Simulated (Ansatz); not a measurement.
# Te on Cu (Copper) (111)

This session takes Cu (Copper) and sets out to find where and how strongly Te adsorbs.

Method: DFT PBE, scalar-relativistic, plane waves, PAW, in Ansatz 0.2.0.

1 further run of the same task is left out (set aside as unsound or not needed).

## 1. The starting structure

Symmetry: P3m1, No. 156, trigonal system. Conventional cell: a = 2.567 Å, b = 2.567 Å, c = 23.287 Å, α = 90.00°, β = 90.00°, γ = 120.00°. Cu (site symmetry 3m) has 9 Cu at 2.57 Å as nearest neighbours. Cu (site symmetry 3m) has 12 Cu at 2.56 to 2.57 Å as nearest neighbours. Cu (site symmetry 3m) is surrounded by 12 Cu at 2.55 to 2.57 Å. Cu (site symmetry 3m) is surrounded by 9 Cu at 2.55 to 2.57 Å.

Structure file:

```cif
data_structure
_symmetry_space_group_name_H-M 'P3m1'
_symmetry_Int_Tables_number 156
_cell_length_a 2.5666
_cell_length_b 2.5666
_cell_length_c 23.2869
_cell_angle_alpha 90.000
_cell_angle_beta 90.000
_cell_angle_gamma 120.000
_cell_volume 132.85
loop_
_atom_site_label
_atom_site_type_symbol
_atom_site_symmetry_multiplicity
_atom_site_Wyckoff_symbol
_atom_site_fract_x
_atom_site_fract_y
_atom_site_fract_z
_atom_site_occupancy
Cu1 Cu 1 c 0.66667 0.33333 0.63499 1
Cu2 Cu 1 b 0.33333 0.66667 0.54500 1
Cu3 Cu 1 a 0.00000 0.00000 0.45556 1
Cu4 Cu 1 c 0.66667 0.33333 0.36619 1
```

Planes are indexed in the bulk's conventional cell (Fm-3m (No. 225)), a = 3.630 Å, b = 3.630 Å, c = 3.630 Å, α = 90.00°, β = 90.00°, γ = 90.00°.

This (111) slab, 6.3 Å thick as cut, with 17 Å of vacuum; its outer planes are Cu (top) and Cu (bottom), was relaxed beforehand with its lower half held: -79499.2487 eV, work function 4.77 eV.

## 2. Start: Te, top (Cu)

Input file input.yaml:

```yaml
crystal:
  lattice:
    - [4.4455155601, 0.0, 0.0]
    - [-2.2227577801, 3.849929408, 0.0]
    - [0.0, 0.0, 25.2869083969]
  atoms:
    - { symbol: Cu, position: [0.0, 0.3333333333, 0.3361423178] }
    - { symbol: Cu, position: [0.3333333333, 0.0, 0.3361423178] }
    - { symbol: Cu, position: [0.6666666667, 0.6666666667, 0.3361423178] }
    - { symbol: Cu, position: [0.3333333333, 0.3333333333, 0.4190166693] }
    - { symbol: Cu, position: [0.6666666667, 0.0, 0.4190166693] }
    - { symbol: Cu, position: [0.0, 0.6666666667, 0.4190166693] }
    - { symbol: Cu, position: [0.6666666667, 0.3333333333, 0.501383297] }
    - { symbol: Cu, position: [0.0, 0.0, 0.501383297] }
    - { symbol: Cu, position: [0.3333333333, 0.6666666667, 0.501383297] }
    - { symbol: Cu, position: [0.0, 0.3333333333, 0.5836771814] }
    - { symbol: Cu, position: [0.3333333333, 0.0, 0.5836771814] }
    - { symbol: Cu, position: [0.6666666667, 0.6666666667, 0.5836771814] }
    - { symbol: Te, position: [0.3333333333, 0.0, 0.6904518] }
basis:
  ecutwfc: 420
kpoints:
  mp_grid: { grid: [9, 9, 1] }
hamiltonian:
  xc: pbe
scf:
  occupations: { method: gaussian, width: 0.1 }
output:
  forces: true
  eigenvalues: true
  write_density: true
  write_potential: true
  elf: true
  volumetric_format: npy
relax:
  adjacent_minimum: "off"
  f_tol: 0.03
  max_steps: 70
  constraints: [{ sites: [0, 1, 2, 3, 4, 5] }]
efield:
  axis: 3
  dipole_correction: true
```

The run is started by

```bash
> ansatz run input.yaml --threads 4 --pin off --max-ram 10240MiB --backend cpu --events-out ev --progress --plain --runs-dir out
```

The session goes on with these runs: Te put at a hollow (nearest Cu) site; Te put at a bridge (Cu-Cu) site; Te at the hollow over Cu site.

Before running it: what results should come out? Wanted: Te: lowest end.

**Answer**, as computed:

| quantity | value |
| --- | --- |
| Te: lowest end | from the hollow (nearest Cu) start, 3 bonded, 2.02 Å high |

In words: A start on a symmetric site keeps its symmetry, so an end may be a saddle point and not a minimum. Spin-orbit coupling is left out for Te.
